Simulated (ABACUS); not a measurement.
Cu in ABACUS: convergence with smearing sigma

Input of the first run (smearing sigma 0.02 Ry); the others differ in this setting and in those tied to it:

File INPUT:

```
INPUT_PARAMETERS
suffix              Cu
calculation         scf
basis_type          pw
pseudo_dir          ./
symmetry            1
dft_functional      pbe
ecutwfc             92
pseudo_rcut         10
nspin               1
nbands              23
ks_solver           dav
smearing_method     mp
smearing_sigma      0.02
scf_thr             1e-08
scf_nmax            100
mixing_type         broyden
mixing_beta         0.7
cal_force           1
cal_stress          1
kpar                4
```

The input STRU:

```
ATOMIC_SPECIES
Cu 63.5460 Cu_ONCV_PBE-1.2.upf

LATTICE_CONSTANT
1.8897261246

LATTICE_VECTORS
2.5340966698 0.0000000000 0.0000000000
-1.2670483349 2.1945920917 0.0000000000
0.0000000000 0.0000000000 4.1125710000

ATOMIC_POSITIONS
Direct

Cu
0.0
2
0.6666666667 0.3333333333 0.7500000000 1 1 1
0.3333333333 0.6666666667 0.2500000000 1 1 1
```

Contents of KPT:

```
K_POINTS
0
Gamma
10 10 6 0 0 0
```

Potentials or basis: SG15 ONCV 1.2 PBE, plane waves.

The run is started by

```sh
$ OMP_NUM_THREADS=1 mpirun -np 4 abacus > log
```

This isn't the form of Cu at room conditions, which is fcc.

Hardware: 4 MPI ranks on AMD EPYC 7R43 64-Core Processor (Zen 3), on a shared host.

```csv
smearing sigma,"energy less the tightest run, at zero smearing (meV/atom)",pressure (GPa),SCF cycles,CPU time (s)
0.02 Ry,0.17,7.62,8,79
0.015 Ry,-0.15,7.61,8,78
0.01 Ry,-0.49,7.68,7,72
0.007 Ry,-0.34,7.45,6,65
0.005 Ry,-0.15,7.43,6,66
0.003 Ry,-0.05,7.68,7,81
0.002 Ry,-0.01,7.66,7,86
0.001 Ry,0.00,7.70,7,82
```

Against the tightest run, the energy stays within 1 meV/atom from 0.02 Ry on; the pressure stays within 0.1 GPa from 0.003 Ry on. Narrower smearing needs a denser k mesh, so at a fixed mesh the narrowest width isn't the most accurate. The tightest run that finished is the yardstick and may itself not be fully converged.
